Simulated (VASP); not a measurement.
Input of a VASP 6.6.1 run:

Contents of INCAR:

```
SYSTEM = Mo
PREC     = Accurate       ! precision mode
ENCUT    = 600            ! plane-wave cutoff, eV
EDIFF    = 1E-7           ! SCF threshold, eV
ISMEAR   = 1              ! smearing method
SIGMA    = 0.1            ! smearing width, eV
LREAL    = .FALSE.        ! projectors in reciprocal space
LASPH    = .TRUE.         ! aspherical terms in the spheres
NELM     = 80             ! most SCF steps
ALGO     = Normal         ! electronic algorithm
ISIF     = 3              ! what is computed and relaxed
LWAVE    = .FALSE.        ! write WAVECAR
LCHARG   = .FALSE.        ! write CHGCAR
GGA      = PE             ! functional
IBRION   = 2              ! ionic algorithm
NSW      = 90             ! ionic steps
EDIFFG   = -0.005         ! ionic threshold
```

Contents of KPOINTS:

```
regular mesh
0
G
  16 16 16
  0 0 0
```

Contents of POSCAR:

```
Mo                                      
1.0
   -1.5808923904      1.5808923904      1.5808923904
    1.5808923904     -1.5808923904      1.5808923904
    1.5808923904      1.5808923904     -1.5808923904
  Mo            
     1
Direct
     0.0000000000000000    0.0000000000000000    0.0000000000000000
```

Potentials or basis: VASP PAW PBE potentials, release 64 (Mo_sv).

The run is started by

```console
$ cat potpaw_PBE.64/Mo_sv/POTCAR > POTCAR
$ mpirun -np 1 vasp_std > vasp.out
```

Task: What does it give for the band gap on the k mesh?

Result: None (metal or under the smearing width).

Final structure:
```
Mo
1.0
    -1.58089    1.58089    1.58089
     1.58089   -1.58089    1.58089
     1.58089    1.58089   -1.58089
Mo
1
Direct
  0.00000 0.00000 0.00000
```

Caveat: the relaxation stopped at its first step, so nothing moved.
